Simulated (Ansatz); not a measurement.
Crystal: HgTe (Coloradoite).

```
Hg Te
1.0
     0.00000    3.21450    3.21450
     3.21450    0.00000    3.21450
     3.21450    3.21450    0.00000
Hg Te
1 1
Direct
  0.00000 0.00000 0.00000
  0.75000 0.75000 0.75000
```

```yaml
Program: Ansatz 0.2.0
Task: relaxation of cell and atoms
Functional: revPBE
Potentials_or_basis: Ansatz PAW
Cutoff: "420 eV (not typed: the program's choice for these potentials)"
k_mesh: 7 × 7 × 7
Occupations: fermi-dirac, width 0.05 eV
Spin: no spin polarisation
```

At the start: volume 33.22 Å³/atom.

Question: How do energy, volume and symmetry change on relaxing?

Answer: It ends after 6 steps and the volume is 38.08 Å³/atom (+14.6 %); space group F-43m (No. 216, to 0.05 Å).

Step by step:
```csv
step,energy change (eV),largest force (eV/Å),volume (Å³)
1,0.0000,0.0000,66.43
2,-0.1516,0.0000,76.63
3,-0.1519,0.0000,76.29
4,-0.1534,0.0000,76.29
5,-0.1535,0.0000,76.16
6,-0.1534,0.0000,76.16
```

Final structure:
```
CELL_PARAMETERS angstrom
0.00000 3.36429 3.36429
3.36429 0.00000 3.36429
3.36429 3.36429 0.00000
ATOMIC_POSITIONS crystal
Hg 0.00000 0.00000 0.00000
Te 0.75000 0.75000 0.75000
```

Caveat: the plane-wave basis is chosen anew once the cell has moved, so the energies of steps on either side of that aren't comparable; the volume moved by +15 % from the deposited cell, more than functionals usually miss; the PAW data sets come from PBE, with cores solved anew for the run's functional, which leaves a small shift of forces and pressure.
